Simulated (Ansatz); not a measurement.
## ZrS: changing the Hubbard U on Zr d

Space group Fm-3m (No. 225). a = 5.250 Å, b = 5.250 Å, c = 5.250 Å, α = 90.00°, β = 90.00°, γ = 90.00°
```csv
atom,site,symmetry,x,y,z
Zr,4a,m-3m,0.0000,0.0000,0.0000
S,4b,m-3m,0.5000,0.0000,0.0000
```

Kept alike: task projected density of states; functional PBEsol; k mesh 9 × 9 × 9; occupations fermi-dirac, width 0.05 eV; no spin polarisation. Program: Ansatz, Ansatz PAW, cutoff 420 eV. The mesh is that of the run's cell of 2 atoms. No spin-orbit coupling.

| Hubbard U on Zr d, U (eV) | pressure (GPa) |
| --- | --- |
| 0 | -6.48 |
| 1 | -5.50 |
| 2 | -4.42 |
| 3 | -3.24 |
| 4 | -1.94 |
| 5 | -0.55 |
| 6 | 0.82 |
| 8 | 3.72 |

Pressure is positive in compression, with a Pulay correction for the finite cutoff. U acts here on a shell without spin polarisation. For a metal such a mesh leaves the last digits unconverged. How U acts hangs on the program's projectors. All rows use potentials made for PBE. U is the effective U - J on orthogonalised atomic projectors. Double counting: fully localised limit (the default).

The pressure rises from -6.48 to 3.72 GPa between 0 and 8 eV. U localises the shell and weakens its bonds, so the cell pushes outwards.
